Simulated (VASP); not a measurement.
Si: relaxation of cell and atoms with PBE

The system is Si.

```
Si
1.0
     0.00000    2.72185    2.72185
     2.72185    0.00000    2.72185
     2.72185    2.72185    0.00000
Si
2
Direct
  0.50000 0.50000 0.50000
  0.75000 0.75000 0.75000
```

- Program: VASP 6.6.1
- Task: relaxation of cell and atoms
- Functional: PBE
- Potentials or basis: VASP PAW PBE potentials, release 54 (Si)
- Cutoff: 600 eV
- k mesh: 8 × 8 × 8
- Occupations: fermi-dirac, width 0.05 eV
- Spin: no spin polarisation
- Further INCAR settings: ALGO = Fast; EDIFF = 1e-07; IBRION = 2; EDIFFG = -0.01; NSW = 40; ISIF = 3

* Relaxed volume: 20.44 Å³/atom
* Relaxed cell: a = 3.867 Å, b = 3.867 Å, c = 3.867 Å, α = 60.00°, β = 60.00°, γ = 60.00°
* Space group after relaxing (to 0.05 Å): Fd-3m (No. 227)
* Energy gained by relaxing: 1.1 meV/atom
* Ionic steps: 3
* Pressure after relaxing: 0.0 GPa
* Band gap on the k mesh: 0.65 eV, indirect (least direct gap 2.56 eV)

Step by step:
```tsv
step	energy change (eV)	largest force (eV/Å)	pressure (GPa)	volume (Å³)
1	0.0000	0.0000	1.27	40.33
2	-0.0012	0.0000	-0.80	41.27
3	-0.0022	0.0000	0.01	40.89
```

Final structure:
```xyz
2
Lattice="0.0000 2.7344 2.7344 2.7344 0.0000 2.7344 2.7344 2.7344 0.0000" Properties=species:S:1:pos:R:3 pbc="T T T"
Si    2.7344    2.7344    2.7344
Si    4.1015    4.1015    4.1015
```

Levels at points of the mesh, in eV from the valence-band top:
```tsv
k point	band 1	band 2	band 3	band 4	band 5	band 6	band 7	band 8
(0.00, 0.00, 0.00)	-11.81	0.00	0.00	0.00	2.56	2.56	2.56	3.13
(0.50, 0.00, 0.00)	-9.54	-6.87	-1.18	-1.18	1.47	3.35	3.35	7.70
(0.50, 0.50, 0.00)	-7.75	-7.75	-2.79	-2.79	0.75	0.75	9.94	9.94
```

Run time: 15 s on 1 thread of AMD EPYC 9R45 (Zen 5) (shared host), peak memory 0.14 GiB.

A k mesh can miss the band edges. A hybrid or GW would open this gap; PBE tends to underestimate it.
